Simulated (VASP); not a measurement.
Runs of VASP 6.6.1 on Sb. The structure is trigonal, space group R-3m (No. 166). The conventional cell has a = 4.308 Å, b = 4.308 Å, c = 11.274 Å, α = 90.00°, β = 90.00°, γ = 120.00°. Around Sb (site symmetry 3m) lie 3 Sb at 2.91 Å. 

```csv
task,level,potentials or basis,spin,cell,cutoff (eV),k mesh for the DOS,occupations for the DOS,gap on the mesh (eV),pressure (GPa),relaxed volume (Å³/atom),largest force (eV/Å)
relaxation of cell and atoms,r2SCAN,"VASP PAW PBE potentials, release 64 (Sb)",off,relaxed,600,-,-,none,0.0,(b),-
band structure,LDA,"VASP PAW LDA potentials, release 64 (Sb)",off,"R-3m, 29.77 Å³/atom",520,-,-,-,(a),-,0.09
band structure,PBE,"VASP PAW PBE potentials, release 64 (Sb)","SOC, no magnetisation","R-3m, 29.77 Å³/atom",520,-,-,-,2.8,-,-
relaxation of cell and atoms,PBE+D3(BJ),"VASP PAW PBE potentials, release 64 (Sb)",off,relaxed,600,-,-,none,0.0,(c),0.01
band structure,r2SCAN,"VASP PAW PBE potentials, release 64 (Sb)",off,"R-3m, 29.77 Å³/atom",520,-,-,-,1.7,-,0.15
band structure,PBE,"VASP PAW PBE potentials, release 64 (Sb)",off,"R-3m, 29.77 Å³/atom",520,-,-,-,2.7,-,-
```

Alike in all rows: k mesh 10 × 10 × 10; smearing methfessel-paxton 0.1 eV.

Problem. Estimate the missing entries.

Solution. (a) -1.1; (b) 31.48; (c) 29.79.

Caveats: spin-orbit coupling is left out, which moves the levels of the heavy elements (some runs); the PAW data sets were made with another functional, which shifts forces and pressure a little (some runs); pairwise dispersion overbinds metals, which lowers pressure and volume (some runs).

A k mesh can miss the band edges, and rows without SOC leave out spin-orbit coupling on Sb.

A gap of «none» marks a metal or a gap under the smearing width.
